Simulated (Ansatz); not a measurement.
¹⁷O NMR of the central transition in SiO2

Cell: a COD entry, ions relaxed with PBE at fixed cell.

```
CELL_PARAMETERS angstrom
4.97270 0.00000 0.00000
0.00000 4.97270 0.00000
0.00000 0.00000 6.92570
ATOMIC_POSITIONS crystal
Si 0.30549 0.30549 0.00000
Si 0.19451 0.80549 0.25000
Si 0.69451 0.69451 0.50000
Si 0.80549 0.19451 0.75000
O 0.23645 0.11665 0.18516
O 0.38335 0.73645 0.43516
O 0.76355 0.88335 0.68516
O 0.61665 0.26355 0.93516
O 0.73645 0.38335 0.56484
O 0.88335 0.76355 0.31484
O 0.26355 0.61665 0.06484
O 0.11665 0.23645 0.81484
```

Atom numbers follow the list; atoms alike are taken as one site, whose name carries the number of the first.

The numbers come from a DFT calculation in Ansatz (r2SCAN, plane waves and PAW, scalar-relativistic, 500 eV cutoff, Γ-centred 6×6×5 k-points, Fermi–Dirac smearing 0.02 eV).

¹⁷O has I = 5/2 and Q = -25.58 mb (Pyykkö 2018); at 7.05 T its Larmor frequency is ν₀ = 40.7 MHz. Only the quadrupole interaction is simulated: positions count from each site's isotropic chemical shift, and shift anisotropy, dipolar and J coupling are left out.

Task: What does the ¹⁷O spectrum (static powder) show for each site?

Result: 

```tsv
site	first shell	C_Q (MHz)	η	P_Q (MHz)	δ_QIS (ppm)	breadth (kHz)
O	2 Si at 1.62–1.63 Å, angle 143°	-5.77	0.19	5.81	-122	29.9
```

δ_QIS = −(ν_Q²/30ν₀²)[I(I+1) − 3/4](1 + η²/3) × 10⁶ ppm with ν_Q = 3|C_Q|/[2I(2I−1)]; it falls as 1/B₀² in ppm, and the breadth as 1/B₀ in kHz.

At O V_zz runs parallel to the line that joins its two neighbours (within 1°).

The largest force is 0.3 eV/Å, so the atoms aren't at the calculated equilibrium and relaxing them would move these values.
